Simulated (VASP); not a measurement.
# TiO₂: A machine-learned force field beside DFT: cell, elastic constants, vibrations

TiO₂, P4_2/mnm (no. 136), 6 atoms in the cell. PBE, machine-learned force field beside DFT: cell, elastic constants, modes; PAW potentials Ti, O (PBE set).

Atoms in the training cell: 24; Target temperature (K): 300.

## Input

INCAR.step1:
```
SYSTEM = TiO2
  ALGO = Normal
  EDIFF = 1E-7
  EDIFFG = -0.002
  ENCUT = 520
  GGA = PE
  IBRION = 2
  ISIF = 3
  ISMEAR = 0
  KPAR = 8
  LASPH = .True.
  LCHARG = .False.
  LREAL = .False.
  LWAVE = .False.
  NELM = 80
  NELMIN = 4
  NSW = 80
  PREC = Accurate
  SIGMA = 0.05
```

INCAR.step2, as INCAR.step1 but for:
```
- EDIFF = 1E-7
- EDIFFG = -0.002
- IBRION = 2
- NSW = 80
+ EDIFF = 1E-8
+ IBRION = 6
+ NFREE = 2
+ NSW = 1
+ POTIM = 0.015
```

INCAR.step3:
```
SYSTEM = TiO2
  EDIFFG = -0.002
  IBRION = 2
  ISIF = 3
  LCHARG = .False.
  LWAVE = .False.
  ML_LMLFF = .True.
  ML_MODE = run
  NSW = 300
```

INCAR.step4:
```
SYSTEM = TiO2
  IBRION = 6
  ISIF = 3
  LCHARG = .False.
  LWAVE = .False.
  ML_LMLFF = .True.
  ML_MODE = run
  NFREE = 2
  NSW = 1
  POTIM = 0.015
```

KPOINTS.step1:
```
k-points
0
Gamma
  5 5 8
```

KPOINTS.step3:
```
k-points
0
Gamma
  1 1 1
```

POSCAR.step1:
```
TiO2
1.0
    4.5998373239      0.0000000000      0.0000000000
    0.0000000000      4.5998373239      0.0000000000
    0.0000000000      0.0000000000      2.9592135600
Ti O
2 4
Direct
    0.0000000000      0.0000000000      0.5000000000
    0.5000000000      0.5000000000      0.0000000000
    0.3043213200      0.3043213200      0.5000000000
    0.1956786800      0.8043213200      0.0000000000
    0.8043213200      0.1956786800      0.0000000000
    0.6956786800      0.6956786800      0.5000000000
```

Commands (each step's output is kept before the next begins):
```
cat potpaw_PBE.64/Ti/POTCAR potpaw_PBE.64/O/POTCAR > POTCAR
cp INCAR.step1 INCAR
cp KPOINTS.step1 KPOINTS
cp POSCAR.step1 POSCAR
mpirun -np 8 vasp_std > vasp.out
cp CONTCAR POSCAR
cp INCAR.step2 INCAR
mpirun -np 8 vasp_std > vasp.out
cp ../ML_FF.fit ML_FF
cp INCAR.step3 INCAR
cp KPOINTS.step3 KPOINTS
cp POSCAR.step1 POSCAR
mpirun -np 1 vasp_gam > vasp.out
cp CONTCAR POSCAR
cp INCAR.step4 INCAR
mpirun -np 1 vasp_gam > vasp.out
```

## Result

- Volume (Å³/atom), DFT: 10.755
- Volume (Å³/atom), force field: 10.748
- Bulk modulus (GPa), DFT: 218
- Bulk modulus (GPa), force field: 220
- Shear modulus (GPa), DFT: 106
- Shear modulus (GPa), force field: 104
- Volume error (%): -0.06
- Frequency error (cm⁻¹): 28.1

Elastic constants (GPa):

|  | DFT | Force field |
|---|---|---|
| C11 | 264.4 | 265.8 |
| C12 | 182.9 | 188.7 |
| C13 | 159.9 | 162.4 |
| C22 | 264.4 | 265.8 |
| C23 | 159.9 | 162.4 |
| C33 | 479.5 | 455.2 |
| C44 | 112.3 | 113.1 |
| C55 | 112.3 | 113.1 |
| C66 | 217.9 | 213.6 |

Modes of this cell (cm⁻¹):

| Mode | DFT | Force field |
|---|---|---|
| 1 | -0.8 | -0.2 |
| 2 | -0.1 | -0.1 |
| 3 | -0.1 | -0.1 |
| 4 | 84.7 | 114.0 |
| 5 | 94.6 | 136.4 |
| 6 | 94.6 | 160.2 |
| 7 | 96.9 | 160.2 |
| 8 | 144.4 | 197.3 |
| 9 | 356.9 | 357.3 |
| 10 | 356.9 | 357.3 |
| 11 | 368.7 | 379.3 |
| 12 | 407.5 | 413.1 |
| 13 | 439.8 | 444.1 |
| 14 | 439.8 | 444.1 |
| 15 | 481.5 | 492.4 |
| 16 | 481.5 | 492.4 |
| 17 | 580.4 | 577.8 |
| 18 | 783.2 | 785.7 |

ML_LOGFILE:
```
ML_LOGFILE 0.2.5

* MEMORY INFORMATION ********************

Estimated memory consumption for ML force field generation (MB):

Persistent allocations for force field  :     32.8
|
|-- CMAT for basis  :      3.3
|-- SINV for basis  :      3.3
|-- FMAT for basis  :      0.0
|-- DESC for basis  :      5.9
|-- DESC product matrix  :      1.7

Persistent allocations for ab initio data     :      0.0
|
|-- Ab initio data  :      0.0
|-- Ab initio data (new)  :      0.0

Temporary allocations for sparsification  :      0.0
|
|-- SVD matrices  :      0.0

Other temporary allocations  :      6.2
|
|-- Descriptors  :      0.0
|-- Regression  :      0.0
|-- Prediction  :      6.2

Total memory consumption  :     39.0

********************

* MACHINE LEARNING SETTINGS ********************

General settings
------------------------------------------------------------
Machine learning operation mode in strings (supertag)  :           run (I) ML_MODE
Machine learning operation mode  :             2     ML_ISTART
Machine learning force field type  :        kernel     ML_TYPE
Controls the verbosity of the output at each MD step when machine learning is used  :             0     ML_OUTPUT_MODE
[... 200 lines left out ...]

Program part                                         system clock (sec)       cpu time (sec)
---------------------------------------------------|--------------------|-------------------
Setup (file I/O, parameters,...)                   |              0.101 |              0.101
Descriptor and design matrix                       |              0.000 |              0.000
Sparsification of configurations                   |              0.006 |              0.006
Regression                                         |              0.000 |              0.000
Prediction                                         |              0.020 |              0.020
---------------------------------------------------|--------------------|-------------------
TOTAL                                              |              0.127 |              0.127

********************
```

ML_LOGFILE.step3:
```
ML_LOGFILE 0.2.5

* MEMORY INFORMATION ********************

Estimated memory consumption for ML force field generation (MB):

Persistent allocations for force field  :     32.8
|
|-- CMAT for basis  :      3.3
|-- SINV for basis  :      3.3
|-- FMAT for basis  :      0.0
|-- DESC for basis  :      5.9
|-- DESC product matrix  :      1.7

Persistent allocations for ab initio data     :      0.0
|
|-- Ab initio data  :      0.0
|-- Ab initio data (new)  :      0.0

Temporary allocations for sparsification  :      0.0
|
|-- SVD matrices  :      0.0

Other temporary allocations  :      6.3
|
|-- Descriptors  :      0.0
|-- Regression  :      0.0
|-- Prediction  :      6.3

Total memory consumption  :     39.2

********************

* MACHINE LEARNING SETTINGS ********************

General settings
------------------------------------------------------------
Machine learning operation mode in strings (supertag)  :           run (I) ML_MODE
Machine learning operation mode  :             2     ML_ISTART
Machine learning force field type  :        kernel     ML_TYPE
Controls the verbosity of the output at each MD step when machine learning is used  :             0     ML_OUTPUT_MODE
[... 200 lines left out ...]

Program part                                         system clock (sec)       cpu time (sec)
---------------------------------------------------|--------------------|-------------------
Setup (file I/O, parameters,...)                   |              0.101 |              0.101
Descriptor and design matrix                       |              0.000 |              0.000
Sparsification of configurations                   |              0.006 |              0.006
Regression                                         |              0.000 |              0.000
Prediction                                         |              0.008 |              0.008
---------------------------------------------------|--------------------|-------------------
TOTAL                                              |              0.115 |              0.115

********************
```

VASP 6.6.1 took 110 s on 8 cores (Intel Xeon 6975P-C (Granite Rapids)), a shared host.
